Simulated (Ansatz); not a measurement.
Wanted: the native input for an Ansatz 0.2.0 run.

* Task: relaxation of cell and atoms
* Functional: revPBE
* Potentials or basis: all-electron LAPW, scalar-relativistic
* Basis error allowed: 0.001 eV/atom
* k mesh: 8 × 8 × 8
* Occupations: fermi-dirac, width 0.05 eV
* Spin: no spin polarisation

The system is HgSe.

```
Hg Se
1.0
     0.00000    3.03900    3.03900
     3.03900    0.00000    3.03900
     3.03900    3.03900    0.00000
Hg Se
1 1
Cartesian
  0.0000 0.0000 0.0000
  4.5585 4.5585 4.5585
```

These files were run (other wordings do the same):

input.yaml

```yaml
crystal:
  lattice:
    - [0.0, 3.039, 3.039]
    - [3.039, 0.0, 3.039]
    - [3.039, 3.039, 0.0]
  atoms:
    - { symbol: Hg, position: [0.0, 0.0, 0.0] }
    - { symbol: Se, position: [0.75, 0.75, 0.75] }
kpoints:
  mp_grid: { grid: [8, 8, 8] }
scf:
  occupations: { method: fermi_dirac, width: 0.05 }
hamiltonian:
  xc: revpbe
  pseudopotentials: { kind: all_electron, lapw: { basis_error: 0.001 } }
output:
  forces: true
  stress: true
relax:
  f_tol: 0.01
  max_steps: 60
  cell: {}
```

Potentials or basis: all-electron LAPW, scalar-relativistic.

Command:

```console
$ ansatz run input.yaml --threads 1 --pin off --max-ram 3072MiB --backend cpu --events-out ev --progress --plain --runs-dir out
```

Results of the run:

The relaxed volume is 31.67 Å³/atom. The relaxed cell is a = 4.474 Å, b = 4.474 Å, c = 4.474 Å, α = 60.00°, β = 60.00°, γ = 60.00°. The space group after relaxing (to 0.05 Å) is F-43m (No. 216), the energy gained by relaxing is 61.8 meV/atom and the ionic steps are 5. The pressure after relaxing is 0.0 GPa.

Wall time 70 s on 1 thread of Arm Neoverse V2, with other jobs on the host, peak memory 0.34 GiB.
